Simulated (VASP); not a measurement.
Write the native input for VASP 6.6.1 that does the following.

```yaml
Task: single point
Functional: PBEsol
Potentials_or_basis: VASP PAW PBE potentials, release 64 (Ga_d, N)
Cutoff: 520 eV
k_mesh: 10 × 10 × 10
Occupations: gaussian, width 0.5 eV
Spin: no spin polarisation
Further_INCAR_settings: ALGO = Normal; EDIFF = 1e-06; NBANDS = 16
```

The structure of GaN lies in POSCAR:

```
GaN
1.0
    0.0000000000      2.2472400000      2.2472400000
    2.2472400000      0.0000000000      2.2472400000
    2.2472400000      2.2472400000      0.0000000000
Ga N
1 1
Direct
    0.0000000000      0.0000000000      0.0000000000
    0.2500000000      0.2500000000      0.2500000000
```

The cell is a database's computed one.

These files were run (other wordings do the same):

INCAR

```
SYSTEM = GaN
  PREC = Accurate
  ENCUT = 520
  EDIFF = 1E-6
  ISMEAR = 0
  SIGMA = 0.5
  LREAL = .FALSE.
  LASPH = .TRUE.
  NELM = 100
  ALGO = Normal
  ISIF = 2
  LWAVE = .FALSE.
  LCHARG = .FALSE.
  GGA = PS
  NBANDS = 16
```

KPOINTS

```
Automatic mesh
0
G
  10 10 10
  0 0 0
```

Potentials or basis: VASP PAW PBE potentials, release 64 (Ga_d, N).

Command:

```bash
$ cat potpaw_PBE.64/Ga_d/POTCAR potpaw_PBE.64/N/POTCAR > POTCAR
$ mpirun -np 1 vasp_std > vasp.out
```

Results of the run:

```json
{"Pressure": "0.2 GPa", "Band gap on the k mesh": "1.74 eV, direct"}
```

Caveat: the PAW data sets were made with another functional, which shifts forces and pressure a little.

It took 13 s on 1 thread of Intel(R) Xeon(R) Platinum 8488C (Sapphire Rapids), with other jobs on the host, peak memory 0.14 GiB.
